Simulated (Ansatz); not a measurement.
# WSe2: the cost of one run

Program: Ansatz 0.2.0. Level of theory: DFT LDA+D3(BJ), scalar-relativistic, plane waves, PAW. These are calculated values, not measurements.

5 further runs of the same task are left out: 1 that didn't finish, 4 set aside as unsound or not needed. Runs told in other sessions of the task aren't counted.

**1. The starting structure**

It takes space group P-6m2 (No. 187, hexagonal). Conventional cell: a = 3.207 Å, b = 3.207 Å, c = 6.746 Å, α = 90.00°, β = 90.00°, γ = 120.00°. Around W (site symmetry -6m2) lie 6 Se at 2.50 Å. Se (site symmetry 3m) has 3 W at 2.50 Å in its first shell of neighbours.

As a file:

```
CELL_PARAMETERS angstrom
3.20704 0.00000 0.00000
-1.60352 2.77738 0.00000
0.00000 0.00000 6.74642
ATOMIC_POSITIONS crystal
W 0.00000 0.00000 0.00000
Se 0.33333 0.66667 0.24802
Se 0.33333 0.66667 0.75198
```

It goes back to an entry of the Materials Project, which need not be the stable form.

This cell was relaxed beforehand with the same method: volume 20.03 Å³/atom, gap on the mesh 1.06 eV.

**4. Setting up the map**

Gamma surface: rigid slide across a plane, one fault a cell; the plane is (0 0 1) of the conventional cell, and the faces at the cut hold Se and Se.

- slide along a1: 12 values from 0.000 to 0.917, periodic
- slide along a2: 12 values from 0.000 to 0.917, periodic

Nothing else is relaxed (rigid halves, spacing across the cut fixed). Energies count from the perfect crystal. Points are written as (first, second).

The two vectors of the plane (Å): (-3.207, 0.000, 0.000); (-1.604, -2.777, 0.000).

(The set-up runs are not shown.)

**5. The run at (2/12, 2/12) of the map's two axes**

Contents of input.yaml:

```yaml
crystal:
  lattice:
    - [-3.2070427331, 0.0, 0.0]
    - [-1.6035213665, -2.7773804779, 0.0]
    - [-0.8017606833, -0.4628967463, 13.4928484138]
  atoms:
    - { symbol: W, position: [-0.125, -0.125, 0.75] }
    - { symbol: W, position: [-0.0416666667, -0.0416666667, 0.25] }
    - { symbol: Se, position: [0.1876651068, 0.1876651068, 0.8740093592] }
    - { symbol: Se, position: [0.2709984401, 0.2709984401, 0.3740093592] }
    - { symbol: Se, position: [0.3123348932, 0.3123348932, 0.1259906408] }
    - { symbol: Se, position: [0.2290015599, 0.2290015599, 0.6259906408] }
basis:
  ecutwfc: 420
kpoints:
  mp_grid: { grid: [10, 10, 2] }
hamiltonian:
  xc: lda
  pseudopotentials: { kind: paw, azcp: { folder: soft_1 } }
  dispersion: d3bj
scf:
  occupations: { method: gaussian, width: 0.05 }
output:
  forces: true
  stress: true
  eigenvalues: true
```

The run is started by

```sh
> ansatz run input.yaml --threads 2 --pin off --max-ram 4096MiB --backend cpu --events-out ev --progress --plain --runs-dir out
```

**Question.** How long does this run take on 2 threads of Arm Neoverse N1, shared host, and how much memory does it need?

About 36 s, with a peak of 0.54 GiB.
